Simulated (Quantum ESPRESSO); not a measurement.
The system is Au.

```xyz
1
Lattice="-1.6573 1.6573 1.6573 1.6573 -1.6573 1.6573 1.6573 1.6573 -1.6573" Properties=species:S:1:pos:R:3 pbc="T T T"
Au    0.0000    0.0000    0.0000
```

This isn't the form of Au at room conditions, which is fcc.

| Property | Result |
| --- | --- |
| Program | Quantum ESPRESSO 7.5 |
| Task | single point |
| Functional | PBEsol |
| Potentials or basis | GBRV 1.5 PBEsol |
| Cutoff | 612 eV |
| Density cutoff | 4898 eV |
| k mesh | 11 × 11 × 11 |
| Occupations | fermi-dirac, width 0.05 eV |
| Spin | no spin polarisation |

On this cell: pressure -9.3 GPa; band gap on the k mesh none (metal or under the smearing width).

The same run follows on a disturbed copy (cell strained at random at fixed volume):

```
Au
1.0
    -1.66724    1.61085    1.66470
     1.60373   -1.63568    1.62603
     1.73643    1.70488   -1.68953
Au
1
Cartesian
  -0.0479 -0.0243 -0.0083
```

Q: What changes?

A: The energy (extrapolated to zero smearing) moves by +5.4 meV/atom; pressure -8.8 GPa; band gap on the k mesh none (metal or under the smearing width).

Stress tensor (GPa, compression positive):
```
-8.19 -1.89  1.75
-1.89 -8.80  0.17
 1.75  0.17 -9.55
```
